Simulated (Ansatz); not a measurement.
KZnF3:

```
Zn K F
1.0
     4.05000    0.00000    0.00000
     0.00000    4.05000    0.00000
     0.00000    0.00000    4.05000
Zn K F
1 1 3
Direct
  0.50000 0.50000 0.50000
  0.00000 0.00000 0.00000
  0.50000 0.00000 0.50000
  0.00000 0.50000 0.50000
  0.50000 0.50000 0.00000
```

Base run:

| Item | Value |
| --- | --- |
| Program | Ansatz 0.2.0 |
| Functional | r2SCAN |
| Potentials or basis | Ansatz PAW |
| Cutoff | 500 eV (not typed: the program's choice for these potentials) |
| k mesh | 7 × 7 × 7 |
| Occupations | fermi-dirac, width 0.05 eV |
| Spin | no spin polarisation |

Its results: band gap on the k mesh 4.74 eV, indirect (least direct gap 6.59 eV); pressure -0.2 GPa.

Question: The run is repeated on the same cell with these changes: functional from r2SCAN to PBEsol; cutoff from 500 eV (not typed: the program's choice for these potentials) to 420 eV (not typed: the program's choice for these potentials). What comes out?

Answer: Band gap on the k mesh 3.83 eV, indirect (least direct gap 5.54 eV); pressure 0.1 GPa.

r2SCAN gives the wider gap, since meta-GGAs in the generalised Kohn-Sham scheme recover part of the derivative discontinuity.

Caveats: the k mesh misses the band edges, so the gap on the mesh is wider than the one along the path; the PAW data sets come from PBE, with cores solved anew for the run's functional, which leaves a small shift of forces and pressure.
